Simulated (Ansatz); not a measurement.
In CuCl (zinc blende type) the Cu atom of the primitive cell, with all its periodic images, is moved by 0.02 Å along x.

```yaml
crystal:
  lattice:
    - [0.00000, 2.71000, 2.71000]
    - [2.71000, 0.00000, 2.71000]
    - [2.71000, 2.71000, 0.00000]
  atoms:
    - { symbol: Cu, position: [0.99631, 0.00369, 0.00369] }
    - { symbol: Cl, position: [0.25000, 0.25000, 0.25000] }
```
Lattice in Å, positions in fractions of it.

Level of theory: PBE, plane waves, all-electron PAW datasets generated for the crystal, point nucleus in Ansatz.

Cutoff 300 eV; k-mesh 8×8×8 Γ-centred; Fermi–Dirac smearing of 0.1 eV; no spin polarisation.

Q: What force results, and what does it mean for the zone-centre vibration?

A: The force on it along the displacement is -0.0296 eV/Å, a force constant of 1.48 eV/Å². With the reduced mass of 22.76 u the zone-centre transverse optical mode lies at 133 cm⁻¹ (3.99 THz) in this finite-step estimate. The longitudinal mode lies higher by the LO–TO splitting, which a displacement repeated in every cell doesn't give.

```tsv
atom	Fx (eV/Å)	Fy (eV/Å)	Fz (eV/Å)
Cu1	-0.0296	0.0000	0.0000
Cl2	0.0296	0.0000	0.0000
```
